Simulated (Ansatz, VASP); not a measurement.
## One calculation of As, two programs

The input INCAR:

```
  ALGO = Normal
  EDIFF = 1E-7
  ENCUT = 520
  GGA = PS
  ISIF = 2
  ISMEAR = -1
  LASPH = True
  LCHARG = False
  LREAL = False
  LWAVE = False
  NBANDS = 8
  NELM = 60
  PREC = Accurate
  SIGMA = 0.05
```

File KPOINTS:

```
k-points
0
Gamma
  14 14 14
```

File POSCAR:

```
As
1.0
    2.3889031920      0.0000000000      0.0000000000
    0.0000000000      2.3889031920      0.0000000000
    0.0000000000      0.0000000000      2.3889031920
As
1
Direct
    0.0000000000      0.0000000000      0.0000000000
```

Input for Ansatz:

```yaml
crystal:
  lattice:
    - [2.388903192, 0.0, 0.0]
    - [0.0, 2.388903192, 0.0]
    - [0.0, 0.0, 2.388903192]
  atoms:
    - { symbol: As, position: [0.0, 0.0, 0.0] }
kpoints:
  mp_grid: { grid: [14, 14, 14] }
scf:
  occupations: { method: fermi_dirac, width: 0.05 }
hamiltonian:
  xc: pbesol
  pseudopotentials: { kind: all_electron, lapw: { basis_error: 0.001 } }
output:
  forces: true
  stress: true
  eigenvalues: true
  populations: true
```

Change from the starting cell: volume scaled by 0.7, LAPW.

Alike in both runs: task single point; functional PBEsol; k mesh 14 × 14 × 14; occupations fermi-dirac, width 0.05 eV; no spin polarisation.

```csv
,VASP,Ansatz
version,VASP 6.6.1,Ansatz 0.2.0
potentials or method,"VASP PAW PBE potentials, release 64 (As)","all-electron LAPW, scalar-relativistic"
plane-wave cutoff (eV),520,see its input
```

|  | VASP | Ansatz | Ansatz less VASP |
| --- | --- | --- | --- |
| pressure (GPa) | 71.3 | 68.7 | -2.64 |

Ansatz ran all-electron here, so the differences hold the error of VASP's frozen core and of both bases.

Caveats: the cell as given lies far from equilibrium; so large a pressure means that the cell lies far from this level's equilibrium, or that cutoff or potentials fall short (VASP); the potentials were made for another functional, which shifts forces and pressure (VASP).
